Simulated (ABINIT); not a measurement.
The system is Tc.

```xyz
2
Lattice="2.7400 0.0000 0.0000 -1.3700 2.3729 0.0000 0.0000 0.0000 4.3980" Properties=species:S:1:pos:R:3 pbc="T T T"
Tc    1.3700    0.7910    3.2985
Tc    0.0000    1.5819    1.0995
```

```yaml
Program: ABINIT 10.8.3 (patched build)
Task: single point
Functional: PBE
Potentials_or_basis: JTH PAW PBE v2.0
Cutoff: 463 eV
k_mesh: 11 × 11 × 6
Occupations: fermi-dirac, width 0.05 eV
Spin: no spin polarisation
```

On this cell: pressure 2.1 GPa; largest force under 0.003 eV/Å; band gap on the k mesh none (metal or under the smearing width).

The same run follows on a disturbed copy (atoms moved at random, drawn with an rms of 0.05 Å):

```
CELL_PARAMETERS angstrom
2.74000 0.00000 0.00000
-1.37000 2.37291 0.00000
0.00000 0.00000 4.39800
ATOMIC_POSITIONS crystal
Tc 0.64995 0.33009 0.74506
Tc 0.34119 0.66573 0.26152
```

What does the disturbed cell give?

The energy (extrapolated to zero smearing) moves by +4.9 meV/atom; pressure 2.9 GPa; largest force 0.258 eV/Å; band gap on the k mesh none (metal or under the smearing width).

Forces in eV/Å, atoms in the order of the input:
```
Tc   0.190  0.012  0.174
Tc  -0.190 -0.012 -0.174
```

Stress tensor (GPa, compression positive):
```
 2.65 -1.16  1.05
-1.16  3.15  0.09
 1.05  0.09  2.89
```
